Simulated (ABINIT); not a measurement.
# BaTe (Fm-3m): G0W0 in ABINIT against the k mesh

Aim: move the k mesh of a G0W0 run on BaTe (Fm-3m) over a wide range.

Program: ABINIT 10.8.3. Level of theory: PBE and many-body steps on it, plane waves. Results are calculated unless marked as measured.

The database entry behind the starting cell differs from later determinations by our own check (about 0.2 % short), so it need not match the best structure at ambient conditions.

### Step 1. Starting point

It takes space group Fm-3m (No. 225, cubic). The conventional cell has a = 6.986 Å, b = 6.986 Å, c = 6.986 Å, α = 90.00°, β = 90.00°, γ = 90.00°. Ba has 6 Te at 3.49 Å nearest. Nearest to Te lie 6 Ba at 3.49 Å. Farther neighbours and most contacts between anions are not listed.

The cell and positions come from the Crystallography Open Database and are kept as given unless a step says otherwise. Spin-orbit coupling is left out unless a step names it.

### Step 2. Empty states on the mesh, 2×2×2 mesh, 165 bands

This step: ABINIT 10.8.3; DFT, PBE, plane waves, norm-conserving pseudopotentials.

The sums over transitions need many empty states on a uniform mesh; this step solves for them.

File run.abi:

```
acell 3*1.0 Angstrom
rprim 
  -0.000000000000 3.493000000000 3.493000000000
  3.493000000000 -0.000000000000 3.493000000000
  3.493000000000 3.493000000000 -0.000000000000
ntypat 2
znucl 56 52
natom 2
typat 1 2
xred 
  0.000000000000 0.000000000000 0.000000000000
  0.500000000000 0.500000000000 0.500000000000
pp_dirpath "pseudos"
pseudos "Ba.upf, Te.upf"
ecut 34
ngkpt 2 2 2
nshiftk 1
shiftk 0 0 0
kptopt 1
chksymbreak 0
iscf -2
irdden 1
istwfk *1
nband 165
nbdbuf 14
tolwfr 1e-09
nstep 60
prtvol 0
indata_prefix "in"
outdata_prefix "out"
tmpdata_prefix "tmp"
```

Command:

```sh
OMP_NUM_THREADS=1 mpirun -n 4 abinit run.abi > log
```

Numbers of over 12 decimals in the logs are rounded to 6 here.

The log of the run:

```text
.Version 10.8.3 of ABINIT. v10.8.2 released Aug 2026.

 Symmetries : space group Fm -3 m (#225); Bravais cF (face-center cubic)
[... echo of the input left out ...]
== DATASET  1 ==================================================================
-   mpi_nproc: 4, omp_nthreads: 1 (-1 if OMP is not activated)
-    --> not optimal distribution: autoparal keyword recommended in input file <--

--- !DatasetInfo
iteration_state: {dtset: 1, }
dimensions: {natom: 2, nkpt: 3, mband: 165, nsppol: 1, nspinor: 1, nspden: 1, mpw: 5577, }
cutoff_energies: {ecut:  34.0, pawecutdg:  -1.0, }
[...]
2.69094    2.69112    2.69112    2.70736    2.71669    2.71669    2.71669    2.77439
   2.77439    2.77439    2.83749    2.85781    2.85781    2.85781    2.87756    2.87756
   2.87756    2.92362    2.92363    2.92720    2.95408
 prteigrs : prtvol=0 or 1, do not print more k-points.

== END DATASET(S) ==============================================================
================================================================================

 -outvars: echo values of variables after computation  --------
            nband         165
             nkpt           3
          spgroup         225
 [... the other variables as echoed above ...]

 Calculation completed.
```

Wall time 57 s (4 MPI ranks of Arm Neoverse N1, shared host); peak memory 0.34 GiB; 3.8 min of CPU time.

This step gave:

| Item | Value |
| --- | --- |
| gap | 1.541 eV |
| k of the valence top | 0, 0, 0 |
| k of the conduction bottom | 0.5, 0.5, 0 |
| least direct gap | 1.914 eV |
| k points computed | 3 |
| lowest point of the top converged band, above the valence top | 70.2889 eV |

On this mesh the gap is 1.541 eV.

The density comes from a self-consistent run that is not shown.

### Step 3. Empty states on the mesh, 1×1×1 mesh, 52 bands

run.abi, as its differences from that of step 2:

```diff
@@ -15,3 +15,3 @@
 ecut 34
-ngkpt 2 2 2
+ngkpt 1 1 1
 nshiftk 1
@@ -23,4 +23,4 @@
 istwfk *1
-nband 165
-nbdbuf 14
+nband 52
+nbdbuf 4
 tolwfr 1e-09
```

The log of the run:

```text
.Version 10.8.3 of ABINIT. v10.8.2 released Aug 2026.

 Symmetries : space group Fm -3 m (#225); Bravais cF (face-center cubic)
[... echo of the input left out ...]
== DATASET  1 ==================================================================
-   mpi_nproc: 4, omp_nthreads: 1 (-1 if OMP is not activated)
-    --> not optimal distribution: autoparal keyword recommended in input file <--

--- !DatasetInfo
iteration_state: {dtset: 1, }
dimensions: {natom: 2, nkpt: 1, mband: 52, nsppol: 1, nspinor: 1, nspden: 1, mpw: 5577, }
cutoff_energies: {ecut:  34.0, pawecutdg:  -1.0, }
[...]
0.79796    0.79796    0.79796    0.86659    0.86659    0.99266    0.99266    0.99266
   0.99575    1.00023    1.00023    1.00023    1.02058    1.02058    1.02058    1.10845
   1.13993    1.14615    1.14615    1.14615

== END DATASET(S) ==============================================================
================================================================================

 -outvars: echo values of variables after computation  --------
            nband          52
             nkpt           1
          spgroup         225
 [... the other variables as echoed above ...]

 Calculation completed.
```

Elapsed: 13 s, on 4 MPI ranks; peak memory 0.27 GiB.

Numbers from this step:

```
gap                                                           : 2.952 eV
k of the valence top                                          : 0, 0, 0
k of the conduction bottom                                    : 0, 0, 0
least direct gap                                              : 2.952 eV
k points computed                                             : 1
lowest point of the top converged band, above the valence top : 26.53 eV
```

On this mesh the gap is 2.952 eV.

### Step 4. Empty states on the mesh, 4×4×4 mesh, 52 bands

run.abi, as its differences from that of step 3:

```diff
@@ -15,3 +15,3 @@
 ecut 34
-ngkpt 1 1 1
+ngkpt 4 4 4
 nshiftk 1
```

The log of the run:

```text
.Version 10.8.3 of ABINIT. v10.8.2 released Aug 2026.

 Symmetries : space group Fm -3 m (#225); Bravais cF (face-center cubic)
[... echo of the input left out ...]
== DATASET  1 ==================================================================
-   mpi_nproc: 4, omp_nthreads: 1 (-1 if OMP is not activated)

--- !DatasetInfo
iteration_state: {dtset: 1, }
dimensions: {natom: 2, nkpt: 8, mband: 52, nsppol: 1, nspinor: 1, nspden: 1, mpw: 5577, }
cutoff_energies: {ecut:  34.0, pawecutdg:  -1.0, }
[...]
0.79796    0.79796    0.79796    0.86659    0.86659    0.99266    0.99266    0.99266
   0.99575    1.00023    1.00023    1.00023    1.02058    1.02058    1.02058    1.10845
   1.13993    1.14615    1.14615    1.14615
 prteigrs : prtvol=0 or 1, do not print more k-points.

== END DATASET(S) ==============================================================
================================================================================

 -outvars: echo values of variables after computation  --------
            nband          52
             nkpt           8
          spgroup         225
 [... the other variables as echoed above ...]

 Calculation completed.
```

Run time: 27 s. Hardware: 4 MPI ranks; peak memory 0.31 GiB; 1.8 min of CPU time.

Numbers from this step:

```
gap                                                           : 1.541 eV
k of the valence top                                          : 0, 0, 0
k of the conduction bottom                                    : 0.5, 0.5, 0
least direct gap                                              : 1.914 eV
k points computed                                             : 8
lowest point of the top converged band, above the valence top : 25.81 eV
```

On this mesh the gap is 1.541 eV.

### Step 5. Screening, 1×1×1 mesh, 48 bands, screening to 106.1 eV

The RPA dielectric matrix is built and inverted for each q.

This step: RPA screening on PBE, plane waves, norm-conserving pseudopotentials.

run.abi, as its differences from that of step 4:

```diff
@@ -15,3 +15,3 @@
 ecut 34
-ngkpt 4 4 4
+ngkpt 1 1 1
 nshiftk 1
@@ -20,10 +20,11 @@
 chksymbreak 0
-iscf -2
-irdden 1
 istwfk *1
-nband 52
-nbdbuf 4
-tolwfr 1e-09
-nstep 60
-prtvol 0
+occopt 1
+irdwfk 1
+optdriver 3
+nband 48
+ecuteps 3.9
+inclvkb 2
+awtr 1
+symchi 1
 indata_prefix "in"
```

The log of the run:

```text
.Version 10.8.3 of ABINIT. v10.8.2 released Aug 2026.

 Symmetries : space group Fm -3 m (#225); Bravais cF (face-center cubic)
[... echo of the input left out ...]
== DATASET  1 ==================================================================
-   mpi_nproc: 4, omp_nthreads: 1 (-1 if OMP is not activated)

--- !DatasetInfo
iteration_state: {dtset: 1, }
dimensions: {natom: 2, nkpt: 1, mband: 48, nsppol: 1, nspinor: 1, nspden: 1, mpw: 5577, }
cutoff_energies: {ecut:  34.0, pawecutdg:  -1.0, }
electrons: {nelect:   2.60000000E+01, charge:   0.00000000E+00, occopt:   1.00000000E+00, tsmear:   1.00000000E-02, }

 SCREENING: Calculation of the susceptibility and dielectric matrices

 Based on a program developped by R.W. Godby, V. Olevano, G. Onida, and L. Reining.
 Incorporated in ABINIT by V. Olevano, G.-M. Rignanese, and M. Torrent.
.Using double precision arithmetic ; gwpc =  8

[... cell and pseudopotentials left out ...]
--------------------------------------------------------------------------------

 ==== K-mesh for the wavefunctions ====
 Number of points in the irreducible wedge :     1
[... list of points left out ...]
 Together with 48 symmetry operations and time-reversal symmetry
 yields     1 points in the full Brillouin Zone.

 ==== Q-mesh for the screening function ====
 Number of points in the irreducible wedge :     1
[... list of points left out ...]
 Together with 48 symmetry operations and time-reversal symmetry
 yields     1 points in the full Brillouin Zone.

 setmesh: FFT mesh size selected  =    36x   36x   36
          total number of points  =        46656

 vcoul_init : cutoff-mode = AUXILIARY_FUNCTION
 q-points for optical limit:   1
     1)      0.000010    0.000020    0.000030

- screening: taking advantage of time-reversal symmetry
- Maximum band index for partially occupied states nbvw = 13
- Remaining bands to be divided among processors   nbcw = 35
- Number of bands treated by each node ~8

 Number of electrons calculated from density =   26.0000; Expected =   26.0000
 average of density, n =  0.045201
 r_s =    1.7415
 omega_plasma =   20.5084 [eV]

 calculating chi0 at frequencies [eV] :
  1    0.000000E+00    0.000000E+00
  2    0.000000E+00    2.050837E+01

--------------------------------------------------------------------------------
  q-point number  1        q = ( 0.000000, 0.000000, 0.000000) [r.l.u.]
--------------------------------------------------------------------------------
[... chi0 elements left out ...]
 For q-point:  0.000010 0.000020 0.000030
  dielectric constant =  27.8836
  dielectric constant without local fields =  39.1599

  Average fulfillment of the sum rule on Im[epsilon] for q-point    1 :     44.04  [%]
[... wings left out ...]
== END DATASET(S) ==============================================================
================================================================================

 -outvars: echo values of variables after computation  --------
           etotal      0.0000000000E+00
            nband          48
             nkpt           1
          spgroup         225
 [... the other variables as echoed above ...]

 Calculation completed.
```

Run time: 4.4 s. Hardware: 4 MPI ranks; peak memory 0.19 GiB.

Numbers from this step:

```yaml
eps_infinity_with_local_fields_on_this_mesh_along_the_program_s_q_direction: 27.88
the_same_without_local_fields: 39.16
plasma_frequency: 20.51 eV
plane_waves_in_the_screening_matrix: 181
```

Local fields lower ε∞ by 29 %. On a Γ-centred mesh this coarse the value itself is usually too large, while a short band sum pulls it down.

### Step 6. 1×1×1

This step: G0W0 on PBE, plane waves, norm-conserving pseudopotentials.

run.abi, as its differences from that of step 5:

```diff
@@ -23,8 +23,15 @@
 irdwfk 1
-optdriver 3
+optdriver 4
 nband 48
+gwcalctyp 0
+ecutsigx 34
+symsigma 1
+nkptgw 1
+kptgw 
+  0.0000000000 0.0000000000 0.0000000000
+bdgw 
+  11 17
 ecuteps 3.9
-inclvkb 2
-awtr 1
-symchi 1
+irdscr 1
+ppmodel 1
 indata_prefix "in"
```

The log of the run:

```text
.Version 10.8.3 of ABINIT. v10.8.2 released Aug 2026.

 Symmetries : space group Fm -3 m (#225); Bravais cF (face-center cubic)
[... echo of the input left out ...]
== DATASET  1 ==================================================================
-   mpi_nproc: 4, omp_nthreads: 1 (-1 if OMP is not activated)

--- !DatasetInfo
iteration_state: {dtset: 1, }
dimensions: {natom: 2, nkpt: 1, mband: 48, nsppol: 1, nspinor: 1, nspden: 1, mpw: 5577, }
cutoff_energies: {ecut:  34.0, pawecutdg:  -1.0, }
electrons: {nelect:   2.60000000E+01, charge:   0.00000000E+00, occopt:   1.00000000E+00, tsmear:   1.00000000E-02, }

 SIGMA: Calculation of the GW corrections

 Based on a program developped by R.W. Godby, V. Olevano, G. Onida, and L. Reining.
 Incorporated in ABINIT by V. Olevano, G.-M. Rignanese, and M. Torrent.
.Using double precision arithmetic ; gwpc =  8

[... cell and pseudopotentials left out ...]
--------------------------------------------------------------------------------

 ==== K-mesh for the wavefunctions ====
 Number of points in the irreducible wedge :     1
[... list of points left out ...]
 Together with 48 symmetry operations and time-reversal symmetry
 yields     1 points in the full Brillouin Zone.

 ==== Q-mesh for screening function ====
 Number of points in the irreducible wedge :     1
[... list of points left out ...]
 Together with 48 symmetry operations and time-reversal symmetry
 yields     1 points in the full Brillouin Zone.

 vcoul_init : cutoff-mode = AUXILIARY_FUNCTION
 q-points for optical limit:   1
     1)      0.000010    0.000020    0.000030
 setmesh: FFT mesh size selected  =    50x   50x   50
          total number of points  =       125000

 Number of electrons calculated from density =   26.0000; Expected =   26.0000
 average of density, n =  0.045201
 r_s =    1.7415
 omega_plasma =   20.5084 [eV]

 === KS Band Gaps ===
  >>>> For spin  1
   Minimum direct gap =   2.9516 [eV], located at k-point      :   0.0000  0.0000  0.0000
   Fundamental gap    =   2.9516 [eV], Top of valence bands at :   0.0000  0.0000  0.0000
                                       Bottom of conduction at :   0.0000  0.0000  0.0000
 SIGMA fundamental parameters:
 PLASMON POLE MODEL  1
 number of plane-waves for SigmaX                 5577
 number of plane-waves for SigmaC and W            181
 number of plane-waves for wavefunctions          5577
 number of bands                                    48
 number of independent spin polarizations            1
 number of spinorial components                      1
 number of k-points in IBZ                           1
 number of q-points in IBZ                           1
 number of symmetry operations                      48
 number of k-points in BZ                            1
 number of q-points in BZ                            1
 number of frequencies for dSigma/dE                 9
 frequency step for dSigma/dE [eV]                0.25
 number of omega for Sigma on real axis              0
 max omega for Sigma on real axis  [eV]           0.00
 zcut for avoiding poles [eV]                     0.10

 EPSILON^-1 parameters (SCR file):
 dimension of the eps^-1 matrix on file            181
 dimension of the eps^-1 matrix used               181
 number of plane-waves for wavefunctions          5577
 number of bands                                    48
 number of q-points in IBZ                           1
 number of frequencies                               2
 number of real frequencies                          1
 number of imag frequencies                          1

 matrix elements of self-energy operator (all in [eV])

 Perturbative Calculation

--- !SelfEnergy_ee
iteration_state: {dtset: 1, }
kpoint     : [   0.000,    0.000,    0.000, ]
spin       : 1
KS_gap     :    2.952
QP_gap     :    2.812
Delta_QP_KS:   -0.139
data: !SigmaeeData |
     Band     E0 <VxcDFT>   SigX SigC(E0)      Z dSigC/dE  Sig(E)    E-E0       E
       11   3.636 -11.914 -16.988   4.506   0.779  -0.284 -12.356  -0.441   3.194
       12   3.636 -11.914 -16.988   4.506   0.779  -0.284 -12.356  -0.441   3.194
       13   3.636 -11.914 -16.988   4.506   0.779  -0.284 -12.356  -0.441   3.194
       14   6.588  -7.438  -3.172  -4.983   0.809  -0.237  -8.018  -0.581   6.007
       15   6.594  -7.973  -3.132  -5.004   0.805  -0.243  -8.105  -0.132   6.462
       16   6.594  -7.973  -3.132  -5.004   0.805  -0.243  -8.105  -0.132   6.462
       17   6.594  -7.973  -3.132  -5.004   0.805  -0.243  -8.105  -0.132   6.462

 New Fermi energy :        1.690704E-01 Ha ,    4.600640E+00 eV

 === QP Band Gaps ===
  >>>> For spin  1
   Minimum direct gap =   2.8124 [eV], located at k-point      :   0.0000  0.0000  0.0000
   Fundamental gap    =   2.8124 [eV], Top of valence bands at :   0.0000  0.0000  0.0000
                                       Bottom of conduction at :   0.0000  0.0000  0.0000

== END DATASET(S) ==============================================================
================================================================================

 -outvars: echo values of variables after computation  --------
           etotal      0.0000000000E+00
            nband          48
             nkpt           1
          spgroup         225
 [... the other variables as echoed above ...]

 Calculation completed.
```

Run time: 4.6 s. Hardware: 4 MPI ranks; peak memory 0.19 GiB.

This step gave:

```yaml
g0w0_gap_on_the_points_computed: 2.813 eV
starting_gap_on_the_mesh: 2.952 eV
k_of_the_valence_top: 0, 0, 0
k_of_the_conduction_bottom: 0, 0, 0
z_at_the_valence_top: 0.779
z_at_the_conduction_bottom: 0.809
least_direct_g0w0_gap_on_the_computed_points: 2.813 eV
```

### Step 7. Screening, 2×2×2 mesh, 48 bands, screening to 106.1 eV

This step: RPA screening on PBE, plane waves, norm-conserving pseudopotentials.

run.abi, as its differences from that of step 6:

```diff
@@ -15,3 +15,3 @@
 ecut 34
-ngkpt 1 1 1
+ngkpt 2 2 2
 nshiftk 1
@@ -23,15 +23,8 @@
 irdwfk 1
-optdriver 4
+optdriver 3
 nband 48
-gwcalctyp 0
-ecutsigx 34
-symsigma 1
-nkptgw 1
-kptgw 
-  0.0000000000 0.0000000000 0.0000000000
-bdgw 
-  11 17
 ecuteps 3.9
-irdscr 1
-ppmodel 1
+inclvkb 2
+awtr 1
+symchi 1
 indata_prefix "in"
```

The log of the run:

```text
.Version 10.8.3 of ABINIT. v10.8.2 released Aug 2026.

 Symmetries : space group Fm -3 m (#225); Bravais cF (face-center cubic)
[... echo of the input left out ...]
== DATASET  1 ==================================================================
-   mpi_nproc: 4, omp_nthreads: 1 (-1 if OMP is not activated)

--- !DatasetInfo
iteration_state: {dtset: 1, }
dimensions: {natom: 2, nkpt: 3, mband: 48, nsppol: 1, nspinor: 1, nspden: 1, mpw: 5577, }
cutoff_energies: {ecut:  34.0, pawecutdg:  -1.0, }
electrons: {nelect:   2.60000000E+01, charge:   0.00000000E+00, occopt:   1.00000000E+00, tsmear:   1.00000000E-02, }

 SCREENING: Calculation of the susceptibility and dielectric matrices

 Based on a program developped by R.W. Godby, V. Olevano, G. Onida, and L. Reining.
 Incorporated in ABINIT by V. Olevano, G.-M. Rignanese, and M. Torrent.
.Using double precision arithmetic ; gwpc =  8

[... cell and pseudopotentials left out ...]
--------------------------------------------------------------------------------

 ==== K-mesh for the wavefunctions ====
 Number of points in the irreducible wedge :     3
[... list of points left out ...]
 Together with 48 symmetry operations and time-reversal symmetry
 yields     8 points in the full Brillouin Zone.

 ==== Q-mesh for the screening function ====
 Number of points in the irreducible wedge :     3
[... list of points left out ...]
 Together with 48 symmetry operations and time-reversal symmetry
 yields     8 points in the full Brillouin Zone.

 setmesh: FFT mesh size selected  =    36x   36x   36
          total number of points  =        46656

 vcoul_init : cutoff-mode = AUXILIARY_FUNCTION
 q-points for optical limit:   1
     1)      0.000010    0.000020    0.000030

- screening: taking advantage of time-reversal symmetry
- Maximum band index for partially occupied states nbvw = 13
- Remaining bands to be divided among processors   nbcw = 35
- Number of bands treated by each node ~8

 Number of electrons calculated from density =   26.0000; Expected =   26.0000
 average of density, n =  0.045201
 r_s =    1.7415
 omega_plasma =   20.5084 [eV]

 calculating chi0 at frequencies [eV] :
  1    0.000000E+00    0.000000E+00
  2    0.000000E+00    2.050837E+01

--------------------------------------------------------------------------------
  q-point number  1        q = ( 0.000000, 0.000000, 0.000000) [r.l.u.]
--------------------------------------------------------------------------------
[... chi0 elements left out ...]
 For q-point:  0.000010 0.000020 0.000030
  dielectric constant =  11.8444
  dielectric constant without local fields =  14.2632

  Average fulfillment of the sum rule on Im[epsilon] for q-point    1 :     46.19  [%]
[... wings left out ...]
  q-point number  2        q = ( 0.500000, 0.000000, 0.000000) [r.l.u.]
--------------------------------------------------------------------------------
[... chi0 elements left out ...]
  Average fulfillment of the sum rule on Im[epsilon] for q-point    2 :     56.76  [%]

 [... 1 further q-points ...]
```

It took 6.6 s on 4 MPI ranks; peak memory 0.6 GiB.

This step gave:

| Quantity | Value |
| --- | --- |
| ε∞ with local fields, on this mesh, along the program's q direction | 11.84 |
| the same without local fields | 14.26 |
| plasma frequency | 20.51 eV |
| plane waves in the screening matrix | 181 |

(Part 1 of 2 ends here.)

[Paths, hosts, dates, memory and timing lines, banners, echoed tables and standing remarks are left out of the program output.]

[Logs are printed without paths, hosts, clocks, repeated set-up lines and the standing remarks that a program may print on its own settings, such as how far it seeks lower states.]

[Runs of the session that timed out or met a known fault of the program may be left out.]

[Hosts, paths, dates, database ids (printed as entryN), source tags and the programs' standing remarks are cut or masked in the printed files.]

[G0W0 gaps are taken among the corrected bands and points alone; a level outside them can change the order at an edge.]

[Where Ansatz stands beside ABINIT at settings called matched, ABINIT's density can come from a denser mesh and the files from another edition; pairs whose starting gaps differed by over 0.03 eV were left out, so agreement reads better than it is.]
